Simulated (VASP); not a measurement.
Set up this calculation in VASP 6.6.1, as the native input.

- Task: band structure
- Functional: PBEsol
- Potentials or basis: VASP PAW PBE potentials, release 64 (Ga_d, N)
- Cutoff: 520 eV
- k mesh: 12 × 12 × 5
- Occupations: gaussian, width 0.03 eV
- Spin: no spin polarisation
- Further INCAR settings: ALGO = Normal; EDIFF = 1e-06; NBANDS = 26

The structure of GaN lies in POSCAR:

```
GaN                                     
1.0
    3.1802303021      0.0000000000     -0.0000000000
   -1.5901151510      2.7541602275      0.0000000000
    0.0000000000      0.0000000000      5.1832172871
  Ga              N             
     2     2
Direct
     0.3333333300000021    0.6666666699999979    0.9992402474439652
     0.6666666699999979    0.3333333300000021    0.4992402474439652
     0.3333333300000021    0.6666666699999979    0.3757597525560348
     0.6666666699999979    0.3333333300000021    0.8757597525560348
```

One way to write it, as run:

INCAR

```
SYSTEM = GaN
PREC = Accurate ; ENCUT = 520
EDIFF = 1E-6 ; ISMEAR = 0
SIGMA = 0.03 ; LREAL = .False.
LASPH = .True. ; NELM = 80
ALGO = Normal ; ISIF = 2
LWAVE = .False. ; LCHARG = .False.
GGA = PS ; NBANDS = 26
ICORELEVEL = 1
```

KPOINTS

```
Automatic mesh
0
Gamma
  12 12 5
  0 0 0
```

KPOINTS_OPT

```
explicit points
141
Reciprocal
 0.0000000000  0.0000000000  0.0000000000 1
 0.0357142857  0.0000000000  0.0000000000 1
 0.0714285714  0.0000000000  0.0000000000 1
 0.1071428571  0.0000000000  0.0000000000 1
 0.1428571429  0.0000000000  0.0000000000 1
 0.1785714286  0.0000000000  0.0000000000 1
[... 133 lines left out ...]
 0.5000000000  0.0000000000  0.5000000000 1
 0.5000000000  0.0000000000  0.0000000000 1
```

Potentials or basis: VASP PAW PBE potentials, release 64 (Ga_d, N).

Command:

```console
$ cat potpaw_PBE.64/Ga_d/POTCAR potpaw_PBE.64/N/POTCAR > POTCAR
$ mpirun -np 1 vasp_std > vasp.out
```

Results of the run:

```yaml
Pressure: 0.2 GPa
Band_gap_on_the_k_mesh: 1.90 eV, direct
Band_gap_along_the_path: 1.91 eV, direct
```

Caveat: the PAW data sets were made with another functional, which shifts forces and pressure a little.

Wall time 53 s on 1 thread of Intel(R) Xeon(R) Platinum 8559C (Emerald Rapids) (shared host), peak memory 0.23 GiB.
